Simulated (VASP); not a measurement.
Computed with PBEsol GGA, VASP's PBE PAW potentials (set 64) (plane waves; VASP).

The input files of a VASP run:

INCAR:
```
SYSTEM = AlSb
PREC = Accurate
ENCUT = 400
EDIFF = 1E-8
NELM = 100
ALGO = Normal
LREAL = .FALSE.
LASPH = .TRUE.
ISMEAR = 0
SIGMA = 0.01
GGA = PS
LMAXMIX = 4
LWAVE = .FALSE.
LCHARG = .FALSE.
IBRION = 8
NSW = 1
LEPSILON = .TRUE.
```

### POSCAR
```
AlSb
1
    0.0000000000     3.0842084677     3.0842084677
    3.0842084677     0.0000000000     3.0842084677
    3.0842084677     3.0842084677     0.0000000000
Al Sb
1 1
Direct
  0.0000000000   0.0000000000   0.0000000000
  0.2500000000   0.2500000000   0.2500000000
```

**KPOINTS**
```
kpoints
0
Gamma
 8 8 8
0 0 0
```

POTCAR, in this order: Al Sb (PBE.64 set). Program: vasp_std.

The resulting files:

### OUTCAR
```
 ion  position               nearest neighbor table
   1  0.000  0.000  0.000-   2 2.67   2 2.67   2 2.67   2 2.67
   2  0.250  0.250  0.250-   1 2.67   1 2.67   1 2.67   1 2.67
  LATTYP: Found a face centered cubic cell.
 ALAT       =     6.1684169354
 Subroutine PRICEL returns:
 Original cell was already a primitive cell.
 Subroutine GETGRP returns: Found 24 space group operations
The static configuration has the point symmetry T_d .
The dynamic configuration has the point symmetry T_d .
 Subroutine INISYM returns: Found 24 space group operations
 Subroutine IBZKPT returns following result:
 Found     29 irreducible k-points:

 Following reciprocal coordinates:
            Coordinates               Weight
  0.000000  0.000000  0.000000      1.000000
  0.125000  0.000000  0.000000      8.000000
  0.250000  0.000000  0.000000      8.000000
  0.375000  0.000000  0.000000      8.000000
  0.500000  0.000000  0.000000      4.000000
  0.125000  0.125000  0.000000      6.000000
  0.250000  0.125000  0.000000     24.000000
  0.375000  0.125000  0.000000     24.000000
  0.500000  0.125000  0.000000     24.000000
 -0.375000  0.125000  0.000000     24.000000
 -0.250000  0.125000  0.000000     24.000000
 -0.125000  0.125000  0.000000     12.000000
  0.250000  0.250000  0.000000      6.000000
  0.375000  0.250000  0.000000     24.000000
  0.500000  0.250000  0.000000     24.000000
 -0.375000  0.250000  0.000000     24.000000
 -0.250000  0.250000  0.000000     12.000000
  0.375000  0.375000  0.000000      6.000000
  0.500000  0.375000  0.000000     24.000000
 -0.375000  0.375000  0.000000     12.000000
  0.500000  0.500000  0.000000      3.000000
  0.375000  0.250000  0.125000     24.000000
  0.500000  0.250000  0.125000     48.000000
 -0.375000  0.250000  0.125000     24.000000
...
```

### OSZICAR
```
...
 Linear response to external field (no local field effect), progress :
  Direction:   2
       N       E                     dE             d eps       ncg     rms          rms(c)
RMM:   1    -0.253366823554E+01   -0.25337E+01   -0.11308E+01   954   0.564E+00
RMM:   2    -0.262851300641E+01   -0.94845E-01   -0.42346E-02   760   0.115E+00
RMM:   3    -0.262901513789E+01   -0.50213E-03   -0.74514E-04   740   0.164E-01
RMM:   4    -0.262902231312E+01   -0.71752E-05   -0.25963E-05   770   0.302E-02
RMM:   5    -0.262902268676E+01   -0.37364E-06   -0.16126E-06   764   0.714E-03
RMM:   6    -0.262902268594E+01    0.82535E-09   -0.13170E-08   780   0.166E-03
 Linear response to external field (no local field effect), progress :
  Direction:   3
       N       E                     dE             d eps       ncg     rms          rms(c)
RMM:   1    -0.101207587799E+01   -0.10121E+01   -0.46311E+00   975   0.393E+00
RMM:   2    -0.107072332646E+01   -0.58647E-01   -0.13949E-02   744   0.748E-01
RMM:   3    -0.107091187532E+01   -0.18855E-03   -0.32374E-04   724   0.112E-01
RMM:   4    -0.107091422136E+01   -0.23460E-05   -0.10305E-05   758   0.197E-02
RMM:   5    -0.107091437644E+01   -0.15509E-06   -0.74671E-07   753   0.487E-03
RMM:   6    -0.107091436039E+01    0.16055E-07    0.98411E-09   773   0.111E-03
RMM:   7    -0.107091436577E+01   -0.53803E-08   -0.15710E-08   713   0.297E-04
 Linear response to external field, progress :
  Direction:   1
       N       E                     dE             d eps       ncg     rms          rms(c)
RMM:   1    -0.200594506756E+01   -0.20059E+01   -0.90345E+00  3164   0.501E+00
RMM:   2    -0.208649768917E+01   -0.80553E-01   -0.31452E-02  2465   0.100E+00    0.166E+00
RMM:   3    -0.202809627059E+01    0.58401E-01   -0.49333E-02  2368   0.116E+00    0.963E-01
RMM:   4    -0.210974293882E+01   -0.81647E-01   -0.70252E-02  2392   0.145E+00    0.145E-01
RMM:   5    -0.213100274629E+01   -0.21260E-01   -0.21021E-03  2404   0.350E-01    0.235E-02
RMM:   6    -0.213249041144E+01   -0.14877E-02   -0.59965E-05  2534   0.537E-02    0.158E-02
RMM:   7    -0.213320629204E+01   -0.71588E-03   -0.15568E-05  2431   0.283E-02    0.167E-03
RMM:   8    -0.213329911415E+01   -0.92822E-04   -0.78309E-07  2621   0.419E-03    0.637E-04
RMM:   9    -0.213330357858E+01   -0.44644E-05   -0.52779E-07  2514   0.177E-03    0.761E-05
RMM:  10    -0.213330577432E+01   -0.21957E-05   -0.18901E-06  2642   0.291E-04    0.422E-05
RMM:  11    -0.213330470736E+01    0.10670E-05   -0.27080E-08  2112   0.125E-04    0.526E-06
 Linear response to external field, progress :
  Direction:   2
       N       E                     dE             d eps       ncg     rms          rms(c)
RMM:   1    -0.200597651946E+01   -0.20060E+01   -0.90348E+00  3164   0.501E+00
RMM:   2    -0.208649760488E+01   -0.80521E-01   -0.31448E-02  2465   0.100E+00    0.166E+00
RMM:   3    -0.202809620217E+01    0.58401E-01   -0.49334E-02  2368   0.116E+00    0.963E-01
RMM:   4    -0.210974134819E+01   -0.81645E-01   -0.70253E-02  2391   0.145E+00    0.145E-01
RMM:   5    -0.213100115726E+01   -0.21260E-01   -0.21023E-03  2405   0.350E-01    0.235E-02
RMM:   6    -0.213248857889E+01   -0.14874E-02   -0.60118E-05  2538   0.537E-02    0.158E-02
RMM:   7    -0.213320446279E+01   -0.71588E-03   -0.15618E-05  2432   0.283E-02    0.167E-03
RMM:   8    -0.213329729620E+01   -0.92833E-04   -0.78665E-07  2626   0.419E-03    0.637E-04
RMM:   9    -0.213330173785E+01   -0.44416E-05   -0.53142E-07  2514   0.177E-03    0.761E-05
RMM:  10    -0.213330394357E+01   -0.22057E-05   -0.10750E-06  2658   0.291E-04    0.423E-05
RMM:  11    -0.213330288176E+01    0.10618E-05    0.14529E-07  2089   0.124E-04    0.524E-06
 Linear response to external field, progress :
  Direction:   3
       N       E                     dE             d eps       ncg     rms          rms(c)
RMM:   1    -0.200924924321E+01   -0.20092E+01   -0.90675E+00  3160   0.501E+00
RMM:   2    -0.208649188847E+01   -0.77243E-01   -0.31334E-02  2465   0.100E+00    0.166E+00
RMM:   3    -0.202809560680E+01    0.58396E-01   -0.49350E-02  2368   0.116E+00    0.963E-01
RMM:   4    -0.210973875824E+01   -0.81643E-01   -0.70251E-02  2391   0.145E+00    0.145E-01
RMM:   5    -0.213099908152E+01   -0.21260E-01   -0.21016E-03  2405   0.350E-01    0.235E-02
RMM:   6    -0.213248899840E+01   -0.14899E-02   -0.60033E-05  2535   0.537E-02    0.158E-02
RMM:   7    -0.213320471811E+01   -0.71572E-03   -0.15587E-05  2429   0.283E-02    0.167E-03
RMM:   8    -0.213329734732E+01   -0.92629E-04   -0.70101E-07  2635   0.419E-03    0.637E-04
RMM:   9    -0.213330174286E+01   -0.43955E-05   -0.88384E-08  2518   0.177E-03    0.761E-05
RMM:  10    -0.213330395231E+01   -0.22094E-05   -0.52124E-07  2643   0.291E-04    0.422E-05
RMM:  11    -0.213330288560E+01    0.10667E-05   -0.11633E-07  2109   0.124E-04    0.522E-06
 Linear response DOF=           2
 Linear response progress:
  Degree of freedom:   1/  2
       N       E                     dE             d eps       ncg     rms          rms(c)
RMM:   1    -0.724473639617E-02   -0.72447E-02    0.47144E-03  3461   0.661E-01
RMM:   2    -0.624664192228E-02    0.99809E-03   -0.41680E-04  2418   0.162E-01    0.443E-02
RMM:   3    -0.619715333874E-02    0.49489E-04   -0.22943E-05  2489   0.375E-02    0.274E-02
RMM:   4    -0.614961937852E-02    0.47534E-04    0.12533E-05  2385   0.240E-02    0.174E-03
RMM:   5    -0.614570683975E-02    0.39125E-05    0.28432E-06  2551   0.407E-03    0.853E-04
RMM:   6    -0.614202067878E-02    0.36862E-05    0.17534E-06  2444   0.153E-03    0.285E-04
RMM:   7    -0.614209565189E-02   -0.74973E-07    0.79190E-09  2542   0.405E-04    0.771E-05
RMM:   8    -0.614205936844E-02    0.36283E-07   -0.17907E-08  2520   0.112E-04    0.175E-05
RMM:   9    -0.614207402554E-02   -0.14657E-07   -0.41577E-08  2611   0.307E-05    0.393E-06
RMM:  10    -0.614206423648E-02    0.97891E-08   -0.13569E-08  2715   0.796E-06    0.225E-06
 Linear response progress:
  Degree of freedom:   2/  2
       N       E                     dE             d eps       ncg     rms          rms(c)
RMM:   1    -0.272069988648E-01   -0.27207E-01    0.39839E-02  3083   0.154E+00
RMM:   2    -0.265470765315E-01    0.65992E-03   -0.10488E-03  2425   0.274E-01    0.657E-02
RMM:   3    -0.266313117724E-01   -0.84235E-04   -0.21724E-05  2474   0.513E-02    0.384E-02
RMM:   4    -0.268242023835E-01   -0.19289E-03   -0.13315E-05  2435   0.321E-02    0.290E-03
RMM:   5    -0.268231109905E-01    0.10914E-05   -0.20555E-06  2519   0.601E-03    0.131E-03
RMM:   6    -0.268166154955E-01    0.64955E-05   -0.15555E-06  2514   0.118E-03    0.445E-04
RMM:   7    -0.268143612501E-01    0.22542E-05   -0.43655E-07  2495   0.496E-04    0.653E-05
RMM:   8    -0.268151571926E-01   -0.79594E-06    0.29813E-08  2530   0.146E-04    0.260E-05
RMM:   9    -0.268150991378E-01    0.58055E-07    0.23142E-09  2589   0.425E-05    0.825E-06
RMM:  10    -0.268151766404E-01   -0.77503E-07   -0.22461E-10  2630   0.113E-05    0.166E-06
RMM:  11    -0.268151726139E-01    0.40265E-08   -0.22249E-09  2458   0.360E-06    0.429E-07
 Linear response finished
```

**OUTCAR**
```
------------------------ aborting loop because EDIFF is reached ----------------------------------------

 HEAD OF MICROSCOPIC STATIC DIELECTRIC TENSOR (INDEPENDENT PARTICLE, excluding Hartree and local field effects)
 ------------------------------------------------------
          13.871812     0.000000    -0.000000
          -0.000000    13.871812     0.000000
          -0.000000     0.000000    13.871812
 ------------------------------------------------------

 MACROSCOPIC STATIC DIELECTRIC TENSOR (including local field effects in DFT)
 ------------------------------------------------------
          13.160645     0.000000    -0.000000
           0.000000    13.160645    -0.000000
           0.000000     0.000000    13.160645
 ------------------------------------------------------

 PIEZOELECTRIC TENSOR (including local field effects)  for field in x, y, z        (e  Angst)
          XX          YY          ZZ          XY          YZ          ZX
  --------------------------------------------------------------------------------
  x     0.00000     0.00000     0.00000     0.00000    -2.00931    -0.00000
  y     0.00000     0.00000     0.00000    -0.00000     0.00000    -2.00931
  z    -0.00000     0.00000     0.00000    -2.00931    -0.00000     0.00000

 PIEZOELECTRIC TENSOR (including local field effects)  for field in x, y, z        (C/m^2)
          XX          YY          ZZ          XY          YZ          ZX
  --------------------------------------------------------------------------------
  x     0.00000     0.00000     0.00000     0.00000    -0.54865    -0.00000
  y     0.00000     0.00000     0.00000    -0.00000     0.00000    -0.54865
  z    -0.00000     0.00000     0.00000    -0.54865    -0.00000     0.00000

 BORN EFFECTIVE CHARGES (including local field effects) (in |e|, cummulative output)
 ---------------------------------------------------------------------------------
 ion    1
    1     1.86577     0.00000    -0.00000
    2     0.00000     1.86577     0.00000
    3    -0.00000     0.00000     1.86577
 ion    2
    1    -1.86577    -0.00000     0.00000
    2     0.00000    -1.86577    -0.00000
    3     0.00000    -0.00000    -1.86577

   1 f  =    9.360802 THz    58.815657 2PiTHz  312.242761 cm-1    38.713151 meV
             X         Y         Z           dx          dy          dz
      0.000000  0.000000  0.000000     0.000000    0.904756    0.000000
      1.542104  1.542104  1.542104     0.000000   -0.425930    0.000000

   2 f  =    9.360802 THz    58.815657 2PiTHz  312.242761 cm-1    38.713151 meV
             X         Y         Z           dx          dy          dz
      0.000000  0.000000  0.000000     0.904756    0.000000    0.000000
      1.542104  1.542104  1.542104    -0.425930    0.000000    0.000000

   3 f  =    9.360802 THz    58.815657 2PiTHz  312.242761 cm-1    38.713151 meV
             X         Y         Z           dx          dy          dz
      0.000000  0.000000  0.000000     0.000000    0.000000    0.904756
      1.542104  1.542104  1.542104     0.000000    0.000000   -0.425930

   4 f/i=    0.000099 THz     0.000623 2PiTHz    0.003308 cm-1     0.000410 meV
             X         Y         Z           dx          dy          dz
      0.000000  0.000000  0.000000    -0.425930    0.000000    0.000000
      1.542104  1.542104  1.542104    -0.904756    0.000000    0.000000

   5 f/i=    0.000099 THz     0.000623 2PiTHz    0.003308 cm-1     0.000410 meV
             X         Y         Z           dx          dy          dz
      0.000000  0.000000  0.000000     0.000000   -0.425930    0.000000
      1.542104  1.542104  1.542104     0.000000   -0.904756    0.000000

   6 f/i=    0.000099 THz     0.000623 2PiTHz    0.003308 cm-1     0.000410 meV
             X         Y         Z           dx          dy          dz
      0.000000  0.000000  0.000000     0.000000    0.000000   -0.425930
      1.542104  1.542104  1.542104     0.000000    0.000000   -0.904756

 MACROSCOPIC STATIC DIELECTRIC TENSOR IONIC CONTRIBUTION
 ------------------------------------------------------
           1.355703     0.000000    -0.000000
           0.000000     1.355703    -0.000000
          -0.000000    -0.000000     1.355703
 ------------------------------------------------------

 ELASTIC MODULI CONTR FROM IONIC RELAXATION (kBar)
 Direction    XX          YY          ZZ          XY          YZ          ZX
 --------------------------------------------------------------------------------
 XX          -0.0000      0.0000      0.0000     -0.0000      0.0000      0.0000
 YY           0.0000     -0.0000      0.0000     -0.0000     -0.0000     -0.0000
 ZZ           0.0000      0.0000     -0.0000     -0.0000     -0.0000      0.0000
 XY          -0.0000     -0.0000     -0.0000   -188.4883      0.0000      0.0000
 YZ           0.0000     -0.0000     -0.0000      0.0000   -188.4883     -0.0000
 ZX           0.0000     -0.0000      0.0000      0.0000     -0.0000   -188.4883
 --------------------------------------------------------------------------------

 PIEZOELECTRIC TENSOR IONIC CONTR  for field in x, y, z        (C/m^2)
          XX          YY          ZZ          XY          YZ          ZX
  --------------------------------------------------------------------------------
  x    -0.00000     0.00000     0.00000    -0.00000     0.47566     0.00000
  y    -0.00000     0.00000    -0.00000    -0.00000     0.00000     0.47566
  z     0.00000     0.00000     0.00000     0.47566    -0.00000    -0.00000
```
(Selected blocks of OUTCAR.)

The dielectric response may not be converged in the k-mesh; for small gaps it tends to come out too large.

The compound is AlSb in the zinc blende structure. It was relaxed first.
